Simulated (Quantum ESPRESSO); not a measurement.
## Ag under changes of volume

One of the cells (17.048 Å³/atom); the others are scaled copies at fixed shape and fractional positions:

```
Ag
1.0
     0.00000    2.04275    2.04275
     2.04275    0.00000    2.04275
     2.04275    2.04275    0.00000
Ag
1
Cartesian
  0.0000 0.0000 0.0000
```

| Quantity | Value |
| --- | --- |
| Program | Quantum ESPRESSO 7.5 |
| Functional | PBE |
| Potentials or basis | SG15 PBE 1.2 |
| Cutoff | 952 eV |
| Density cutoff | 3810 eV |
| k mesh | 11 × 11 × 11 |
| Occupations | fermi-dirac, width 0.05 eV |
| Spin | no spin polarisation |

| volume (Å³/atom) | energy over the lowest point (meV/atom) | pressure (GPa) |
| --- | --- | --- |
| 16.025 | 61.97 | 12.9 |
| 16.366 | 38.16 | 9.7 |
| 16.707 | 20.83 | 6.8 |
| 17.048 | ? | ? |
| 17.389 | 2.45 | 2.2 |
| 17.730 | 0.00 | 0.3 |
| 18.071 | 1.23 | -1.3 |

Q: What does the run at 17.048 Å³/atom give?

A: Energy over the lowest point 9.17 meV/atom; pressure 4.4 GPa.

Worked out: A Birch-Murnaghan fit of order 3 (a polynomial in V^(-2/3)) to the other rows has its minimum at 17.78 Å³/atom with B0 = V·E''(V) = 89 GPa and B' = 6.5. It gives 9.19 meV/atom at 17.048 Å³/atom, against the run's 9.17, and -dE/dV = 4.3 GPa, against 4.4.

Energies are extrapolated to zero smearing.
